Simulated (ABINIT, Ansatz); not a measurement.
## NaI (Fm-3m): G0W0 on several meshes in ABINIT

How does the mesh move the gap of NaI (Fm-3m)?

Main program and level: ABINIT 10.8.3; PBE and many-body steps on it, plane waves.

### 1. Starting point

Symmetry: Fm-3m, No. 225, cubic system. Conventional cell: a = 6.473 Å, b = 6.473 Å, c = 6.473 Å, α = 90.00°, β = 90.00°, γ = 90.00°. Na has 6 I at 3.24 Å nearest. Nearest to I lie 6 Na at 3.24 Å. Farther neighbours and most contacts between anions are not listed.

The cell and positions come from the Crystallography Open Database and are kept as given unless a step says otherwise. Spin-orbit coupling is left out unless a step names it.

### 2. Empty states on the mesh, 4×4×4 mesh, 177 bands

This step: ABINIT 10.8.3; DFT, PBE, plane waves, norm-conserving pseudopotentials.

The sums over transitions need many empty states on a uniform mesh; this step solves for them.

Input file run.abi:

```
acell 3*1.0 Angstrom
rprim 
  -0.000000000000 3.236400000000 3.236400000000
  3.236400000000 0.000000000000 3.236400000000
  3.236400000000 3.236400000000 0.000000000000
ntypat 2
znucl 11 53
natom 2
typat 1 2
xred 
  0.000000000000 0.000000000000 0.000000000000
  0.500000000000 0.500000000000 0.500000000000
pp_dirpath "pseudos"
pseudos "Na.upf, I.upf"
ecut 38
ngkpt 4 4 4
nshiftk 1
shiftk 0 0 0
kptopt 1
chksymbreak 0
iscf -2
irdden 1
istwfk *1
nband 177
nbdbuf 16
tolwfr 1e-09
nstep 60
prtvol 0
indata_prefix "in"
outdata_prefix "out"
tmpdata_prefix "tmp"
```

On the command line:

```
OMP_NUM_THREADS=1 mpirun -n 4 abinit run.abi > log
```

Numbers of over 12 decimals in the logs are rounded to 6 here.

The program printed:

```text
.Version 10.8.3 of ABINIT. v10.8.2 released Aug 2026.

 Symmetries : space group Fm -3 m (#225); Bravais cF (face-center cubic)
[... echo of the input left out ...]
== DATASET  1 ==================================================================
-   mpi_nproc: 4, omp_nthreads: 1 (-1 if OMP is not activated)

--- !DatasetInfo
iteration_state: {dtset: 1, }
dimensions: {natom: 2, nkpt: 8, mband: 177, nsppol: 1, nspinor: 1, nspden: 1, mpw: 5124, }
cutoff_energies: {ecut:  38.0, pawecutdg:  -1.0, }
[...]
3.38638    3.38638    3.51961    3.52078    3.52078    3.52078    3.52119    3.52119
   3.57221    3.57221    3.57221    3.57275    3.76161    3.76161    3.76163    3.89881
   3.90273
 prteigrs : prtvol=0 or 1, do not print more k-points.

== END DATASET(S) ==============================================================
================================================================================

 -outvars: echo values of variables after computation  --------
            nband         177
             nkpt           8
          spgroup         225
 [... the other variables as echoed above ...]

 Calculation completed.
```

The job ended after 73 s (4 MPI ranks of Intel Xeon Platinum 8375C at 2.90GHz (Ice Lake), shared host; peak memory 0.47 GiB).

This step gave:

```
gap                                                           : 3.639 eV
k of the valence top                                          : 0, 0, 0
k of the conduction bottom                                    : 0, 0, 0
least direct gap                                              : 3.639 eV
k points computed                                             : 8
lowest point of the top converged band, above the valence top : 92.0409 eV
```

On this mesh the gap is 3.639 eV.

The density comes from a self-consistent run that is not shown.

### 3. Screening, 4×4×4 mesh, 70 bands, screening to 114.3 eV

The RPA dielectric matrix is built and inverted for each q.

This step: RPA screening on PBE, plane waves, norm-conserving pseudopotentials.

run.abi, as its differences from that of step 2:

```diff
@@ -20,10 +20,11 @@
 chksymbreak 0
-iscf -2
-irdden 1
 istwfk *1
-nband 177
-nbdbuf 16
-tolwfr 1e-09
-nstep 60
-prtvol 0
+occopt 1
+irdwfk 1
+optdriver 3
+nband 70
+ecuteps 4.2
+inclvkb 2
+awtr 1
+symchi 1
 indata_prefix "in"
```

The program printed:

```text
.Version 10.8.3 of ABINIT. v10.8.2 released Aug 2026.

 Symmetries : space group Fm -3 m (#225); Bravais cF (face-center cubic)
[... echo of the input left out ...]
== DATASET  1 ==================================================================
-   mpi_nproc: 4, omp_nthreads: 1 (-1 if OMP is not activated)

--- !DatasetInfo
iteration_state: {dtset: 1, }
dimensions: {natom: 2, nkpt: 8, mband: 70, nsppol: 1, nspinor: 1, nspden: 1, mpw: 5124, }
cutoff_energies: {ecut:  38.0, pawecutdg:  -1.0, }
electrons: {nelect:   1.60000000E+01, charge:   0.00000000E+00, occopt:   1.00000000E+00, tsmear:   1.00000000E-02, }

 SCREENING: Calculation of the susceptibility and dielectric matrices

 Based on a program developped by R.W. Godby, V. Olevano, G. Onida, and L. Reining.
 Incorporated in ABINIT by V. Olevano, G.-M. Rignanese, and M. Torrent.
.Using double precision arithmetic ; gwpc =  8

[... cell and pseudopotentials left out ...]
--------------------------------------------------------------------------------

 ==== K-mesh for the wavefunctions ====
 Number of points in the irreducible wedge :     8
[... list of points left out ...]
 Together with 48 symmetry operations and time-reversal symmetry
 yields    64 points in the full Brillouin Zone.

 ==== Q-mesh for the screening function ====
 Number of points in the irreducible wedge :     8
[... list of points left out ...]
 Together with 48 symmetry operations and time-reversal symmetry
 yields    64 points in the full Brillouin Zone.

 setmesh: FFT mesh size selected  =    32x   32x   32
          total number of points  =        32768

 vcoul_init : cutoff-mode = AUXILIARY_FUNCTION
 q-points for optical limit:   1
     1)      0.000010    0.000020    0.000030

- screening: taking advantage of time-reversal symmetry
- Maximum band index for partially occupied states nbvw = 8
- Remaining bands to be divided among processors   nbcw = 62
- Number of bands treated by each node ~15

 Number of electrons calculated from density =   16.0000; Expected =   16.0000
 average of density, n =  0.034971
 r_s =    1.8970
 omega_plasma =   18.0389 [eV]

 calculating chi0 at frequencies [eV] :
  1    0.000000E+00    0.000000E+00
  2    0.000000E+00    1.803886E+01

--------------------------------------------------------------------------------
  q-point number  1        q = ( 0.000000, 0.000000, 0.000000) [r.l.u.]
--------------------------------------------------------------------------------
[... chi0 elements left out ...]
 For q-point:  0.000010 0.000020 0.000030
  dielectric constant =   3.2336
  dielectric constant without local fields =   3.9319

  Average fulfillment of the sum rule on Im[epsilon] for q-point    1 :     57.56  [%]
[... wings left out ...]
  q-point number  2        q = ( 0.250000, 0.000000, 0.000000) [r.l.u.]
--------------------------------------------------------------------------------
[... chi0 elements left out ...]
  Average fulfillment of the sum rule on Im[epsilon] for q-point    2 :     68.53  [%]

 [... 6 further q-points ...]
```

Run time: 13 s. Hardware: 4 MPI ranks; peak memory 0.87 GiB.

This step gave:

```yaml
eps_infinity_with_local_fields_on_this_mesh_along_the_program_s_q_direction: 3.234
the_same_without_local_fields: 3.932
plasma_frequency: 18.04 eV
plane_waves_in_the_screening_matrix: 169
```

Local fields lower ε∞ by 18 %.

### 4. 4×4×4

The self-energy is evaluated for the states that the input lists, and the levels follow from it, in one-shot runs by the linearised quasiparticle equation.

This step: G0W0 on PBE, plane waves, norm-conserving pseudopotentials.

run.abi, as its differences from that of step 3:

```diff
@@ -23,8 +23,15 @@
 irdwfk 1
-optdriver 3
+optdriver 4
 nband 70
+gwcalctyp 0
+ecutsigx 38
+symsigma 1
+nkptgw 1
+kptgw 
+  0.0000000000 0.0000000000 0.0000000000
+bdgw 
+  6 12
 ecuteps 4.2
-inclvkb 2
-awtr 1
-symchi 1
+irdscr 1
+ppmodel 1
 indata_prefix "in"
```

The program printed:

```text
.Version 10.8.3 of ABINIT. v10.8.2 released Aug 2026.

 Symmetries : space group Fm -3 m (#225); Bravais cF (face-center cubic)
[... echo of the input left out ...]
== DATASET  1 ==================================================================
-   mpi_nproc: 4, omp_nthreads: 1 (-1 if OMP is not activated)

--- !DatasetInfo
iteration_state: {dtset: 1, }
dimensions: {natom: 2, nkpt: 8, mband: 70, nsppol: 1, nspinor: 1, nspden: 1, mpw: 5124, }
cutoff_energies: {ecut:  38.0, pawecutdg:  -1.0, }
electrons: {nelect:   1.60000000E+01, charge:   0.00000000E+00, occopt:   1.00000000E+00, tsmear:   1.00000000E-02, }

 SIGMA: Calculation of the GW corrections

 Based on a program developped by R.W. Godby, V. Olevano, G. Onida, and L. Reining.
 Incorporated in ABINIT by V. Olevano, G.-M. Rignanese, and M. Torrent.
.Using double precision arithmetic ; gwpc =  8

[... cell and pseudopotentials left out ...]
--------------------------------------------------------------------------------

 ==== K-mesh for the wavefunctions ====
 Number of points in the irreducible wedge :     8
[... list of points left out ...]
 Together with 48 symmetry operations and time-reversal symmetry
 yields    64 points in the full Brillouin Zone.

 ==== Q-mesh for screening function ====
 Number of points in the irreducible wedge :     8
[... list of points left out ...]
 Together with 48 symmetry operations and time-reversal symmetry
 yields    64 points in the full Brillouin Zone.

 vcoul_init : cutoff-mode = AUXILIARY_FUNCTION
 q-points for optical limit:   1
     1)      0.000010    0.000020    0.000030
 setmesh: FFT mesh size selected  =    50x   50x   50
          total number of points  =       125000

 Number of electrons calculated from density =   16.0000; Expected =   16.0000
 average of density, n =  0.034971
 r_s =    1.8970
 omega_plasma =   18.0389 [eV]

 === KS Band Gaps ===
  >>>> For spin  1
   Minimum direct gap =   3.6392 [eV], located at k-point      :   0.0000  0.0000  0.0000
   Fundamental gap    =   3.6392 [eV], Top of valence bands at :   0.0000  0.0000  0.0000
                                       Bottom of conduction at :   0.0000  0.0000  0.0000
 SIGMA fundamental parameters:
 PLASMON POLE MODEL  1
 number of plane-waves for SigmaX                 5065
 number of plane-waves for SigmaC and W            169
 number of plane-waves for wavefunctions          5065
 number of bands                                    70
 number of independent spin polarizations            1
 number of spinorial components                      1
 number of k-points in IBZ                           8
 number of q-points in IBZ                           8
 number of symmetry operations                      48
 number of k-points in BZ                           64
 number of q-points in BZ                           64
 number of frequencies for dSigma/dE                 9
 frequency step for dSigma/dE [eV]                0.25
 number of omega for Sigma on real axis              0
 max omega for Sigma on real axis  [eV]           0.00
 zcut for avoiding poles [eV]                     0.10

 EPSILON^-1 parameters (SCR file):
 dimension of the eps^-1 matrix on file            169
 dimension of the eps^-1 matrix used               169
 number of plane-waves for wavefunctions          5065
 number of bands                                    70
 number of q-points in IBZ                           8
 number of frequencies                               2
 number of real frequencies                          1
 number of imag frequencies                          1

 matrix elements of self-energy operator (all in [eV])

 Perturbative Calculation

--- !SelfEnergy_ee
iteration_state: {dtset: 1, }
kpoint     : [   0.000,    0.000,    0.000, ]
spin       : 1
KS_gap     :    3.639
QP_gap     :    5.427
Delta_QP_KS:    1.788
data: !SigmaeeData |
     Band     E0 <VxcDFT>   SigX SigC(E0)      Z dSigC/dE  Sig(E)    E-E0       E
        6   0.107 -11.384 -14.313   1.540   0.803  -0.245 -12.499  -1.116  -1.008
        7   0.107 -11.384 -14.313   1.540   0.803  -0.245 -12.499  -1.116  -1.008
        8   0.107 -11.384 -14.313   1.540   0.803  -0.245 -12.499  -1.116  -1.008
        9   3.746  -7.312  -3.615  -2.896   0.840  -0.190  -6.640   0.672   4.418
       10   8.073  -7.141  -3.086  -3.173   0.829  -0.207  -6.410   0.731   8.804
       11   8.073  -7.141  -3.086  -3.173   0.829  -0.207  -6.410   0.731   8.804
       12   8.073  -7.141  -3.086  -3.173   0.829  -0.207  -6.410   0.731   8.804

== END DATASET(S) ==============================================================
================================================================================

 -outvars: echo values of variables after computation  --------
           etotal      0.0000000000E+00
            nband          70
             nkpt           8
          spgroup         225
 [... the other variables as echoed above ...]

 Calculation completed.
```

It took 4.6 s on 4 MPI ranks; peak memory 0.72 GiB.

Numbers from this step:

- G0W0 gap on the points computed: 5.426 eV
- starting gap on the mesh: 3.639 eV
- k of the valence top: 0, 0, 0
- k of the conduction bottom: 0, 0, 0
- Z at the valence top: 0.803
- Z at the conduction bottom: 0.84
- least direct G0W0 gap on the computed points: 5.426 eV

The gap on the mesh goes from 3.64 eV to 5.43 eV, a correction of +1.79 eV.

### 5. Empty states on the mesh, 6×6×6 mesh, 76 bands

This step: DFT, PBE, plane waves, norm-conserving pseudopotentials.

run.abi, as its differences from that of step 4:

```diff
@@ -15,3 +15,3 @@
 ecut 38
-ngkpt 4 4 4
+ngkpt 6 6 6
 nshiftk 1
@@ -20,18 +20,10 @@
 chksymbreak 0
+iscf -2
+irdden 1
 istwfk *1
-occopt 1
-irdwfk 1
-optdriver 4
-nband 70
-gwcalctyp 0
-ecutsigx 38
-symsigma 1
-nkptgw 1
-kptgw 
-  0.0000000000 0.0000000000 0.0000000000
-bdgw 
-  6 12
-ecuteps 4.2
-irdscr 1
-ppmodel 1
+nband 76
+nbdbuf 6
+tolwfr 1e-09
+nstep 60
+prtvol 0
 indata_prefix "in"
```

The program printed:

```text
.Version 10.8.3 of ABINIT. v10.8.2 released Aug 2026.

 Symmetries : space group Fm -3 m (#225); Bravais cF (face-center cubic)
[... echo of the input left out ...]
== DATASET  1 ==================================================================
-   mpi_nproc: 4, omp_nthreads: 1 (-1 if OMP is not activated)

--- !DatasetInfo
iteration_state: {dtset: 1, }
dimensions: {natom: 2, nkpt: 16, mband: 76, nsppol: 1, nspinor: 1, nspden: 1, mpw: 5132, }
cutoff_energies: {ecut:  38.0, pawecutdg:  -1.0, }
[...]
1.44655    1.45720    1.49597    1.49597    1.49597    1.51385    1.70853    1.82319
   1.82319    1.92370    1.92370    1.92370    2.02350    2.02350    2.02350    2.14912
   2.19505    2.19956    2.20067    2.20117
 prteigrs : prtvol=0 or 1, do not print more k-points.

== END DATASET(S) ==============================================================
================================================================================

 -outvars: echo values of variables after computation  --------
            nband          76
             nkpt          16
          spgroup         225
 [... the other variables as echoed above ...]

 Calculation completed.
```

Wall time 47 s (4 MPI ranks); peak memory 0.41 GiB; 3.1 min of CPU time.

Numbers from this step:

```
gap                                                           : 3.639 eV
k of the valence top                                          : 0, 0, 0
k of the conduction bottom                                    : 0, 0, 0
least direct gap                                              : 3.639 eV
k points computed                                             : 16
lowest point of the top converged band, above the valence top : 49.34 eV
```

On this mesh the gap is 3.639 eV.

(Continued in part 2 of 2.)

[Paths, hosts, dates, memory and timing lines, banners, echoed tables and standing remarks are left out of the program output.]

[Logs are printed without paths, hosts, clocks, repeated set-up lines and the standing remarks that a program may print on its own settings, such as how far it seeks lower states.]

[Runs of the session that timed out or met a known fault of the program may be left out.]

[Hosts, paths, dates, database ids (printed as entryN), source tags and the programs' standing remarks are cut or masked in the printed files.]

[G0W0 gaps are taken among the corrected bands and points alone; a level outside them can change the order at an edge.]

[Where Ansatz stands beside ABINIT at settings called matched, ABINIT's density can come from a denser mesh and the files from another edition; pairs whose starting gaps differed by over 0.03 eV were left out, so agreement reads better than it is.]
